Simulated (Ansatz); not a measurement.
The system is BeS.

```
CELL_PARAMETERS angstrom
0.00000 2.42500 2.42500
2.42500 0.00000 2.42500
2.42500 2.42500 0.00000
ATOMIC_POSITIONS crystal
S 0.75000 0.75000 0.75000
Be 0.00000 0.00000 0.00000
```

Base run:

| Property | Result |
| --- | --- |
| Program | Ansatz 0.2.0 |
| Functional | PBE0 |
| Potentials or basis | all-electron PAW datasets made for the crystal |
| Cutoff | 310 eV (chosen from the basis error) |
| k mesh | 6 × 6 × 6 |
| Occupations | fermi-dirac, width 0.05 eV |
| Spin | no spin polarisation |

Its results: band gap on the k mesh 4.77 eV, indirect (least direct gap 7.61 eV); pressure 0.2 GPa.

**Question.** The run is repeated on the same cell with these changes: functional from PBE0 to PBEsol; cutoff from 310 eV (chosen from the basis error) to 280 eV (chosen from the basis error). What comes out?

**Answer.** Band gap on the k mesh 2.93 eV, indirect (least direct gap 5.58 eV); pressure -0.7 GPa.

PBE0 gives the wider gap, since exact exchange removes part of the self-interaction.

A k mesh can miss the band edges.
